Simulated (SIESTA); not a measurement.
# Cl under changes of volume

One of the cells (29.629 Å³/atom); the others are scaled copies at fixed shape and fractional positions:

```
Cl
1.0
     3.16583   -2.26490    0.00000
     3.16583    2.26490    0.00000
     0.00000    0.00000    8.26437
Cl
4
Cartesian
  3.1658 0.5889 3.3057
  3.1658 1.6760 7.4379
  3.1658 -0.5889 4.9586
  3.1658 -1.6760 0.8264
```

| Item | Value |
| --- | --- |
| Program | SIESTA 5.4.2 |
| Functional | PBE |
| Potentials or basis | PseudoDojo 0.4 standard (PBE files) |
| Basis | DZP (energy shift 0.003 Ry) |
| Grid cutoff | 800 Ry |
| Energy shift | 0.003 Ry |
| k mesh | 7 × 7 × 4 |
| Occupations | fermi-dirac, width 0.05 eV |
| Spin | no spin polarisation |

```tsv
volume (Å³/atom)	energy over the lowest point (meV/atom)	pressure (GPa)	gap on the mesh (eV)	largest force (eV/Å)
27.305	20.64	2.9	2.71	1.547
27.886	?	?	?	?
28.467	5.25	1.4	2.55	0.954
29.629	0.00	0.1	2.39	0.449
30.210	0.54	-0.4	2.32	0.231
30.791	2.94	-0.9	2.25	0.101
```

What does the run at 27.886 Å³/atom give?

Energy over the lowest point 11.55 meV/atom; pressure 2.1 GPa; gap on the mesh 2.63 eV; largest force 1.238 eV/Å.

Worked out: A Birch-Murnaghan fit of order 3 (a polynomial in V^(-2/3)) to the other rows has its minimum at 29.75 Å³/atom with B0 = V·E''(V) = 28 GPa and B' = 4.4 at fixed shape and positions, which overstates the stiffness. It gives 11.54 meV/atom at 27.886 Å³/atom, against the run's 11.55, and -dE/dV = 2.1 GPa, against 2.1. A straight line through the other rows of the gap, of slope -3.85 eV per unit of ln V, gives 2.63 eV, against the run's 2.63.

Energies are extrapolated to zero smearing.

Caveats: an odd mesh through Γ misses points on the zone boundary, where band edges often lie; the basis of atomic orbitals isn't converged, which shifts pressures, moduli and gaps; forces of over 1 eV/Å show positions far from the minimum, so gaps and moduli don't describe the material at rest (some runs).
